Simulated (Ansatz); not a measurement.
Crystal: BaTiO3 (Barioperovskite).

```xyz
5
Lattice="3.9855 0.0000 0.0000 0.0000 2.8369 2.8451 0.0000 -2.8369 2.8451" Properties=species:S:1:pos:R:3 pbc="T T T"
Ba    0.0000    0.0000    0.0000
Ti    1.9928    0.0000    2.9157
O     1.9928    1.3804    4.2594
O     1.9928   -1.3804    4.2594
O     0.0000    0.0000    2.7735
```

Base run:

- Program: Ansatz 0.2.0
- Functional: PBE
- Potentials or basis: Ansatz PAW
- Cutoff: 350 eV
- Density cutoff: 1400 eV
- k mesh: 7 × 7 × 7
- Occupations: fermi-dirac, width 0.05 eV
- Spin: no spin polarisation

Its results: band gap on the k mesh 1.98 eV, indirect (least direct gap 2.08 eV); pressure 2.4 GPa; largest force 0.273 eV/Å.

Q: The run is repeated on the same cell with these changes: functional from PBE to PBEsol; cutoff from 350 eV to 420 eV (not typed: the program's choice for these potentials); hubbard terms from none to Ti d U = 1 eV; hubbard projectors from none to ortho-atomic (the default). What comes out?

A: Band gap on the k mesh 2.04 eV, indirect (least direct gap 2.14 eV); pressure -3.6 GPa; largest force 0.259 eV/Å.

Several settings changed at once, so the effect can't be laid on one alone.

Caveats: spin-orbit coupling is left out, which moves the levels of the heavy elements; odd divisions of the mesh miss points on the zone boundary, where band edges often lie, so the gap on the mesh can be too wide (some runs); the pressure holds a Pulay correction of +6.2 GPa for the finite cutoff (some runs); the cutoff lies under the one recommended for these potentials (some runs); the k mesh misses the band edges, so the gap on the mesh is wider than the one along the path (some runs); the PAW data sets come from PBE, with cores solved anew for the run's functional, which leaves a small shift of forces and pressure (some runs).
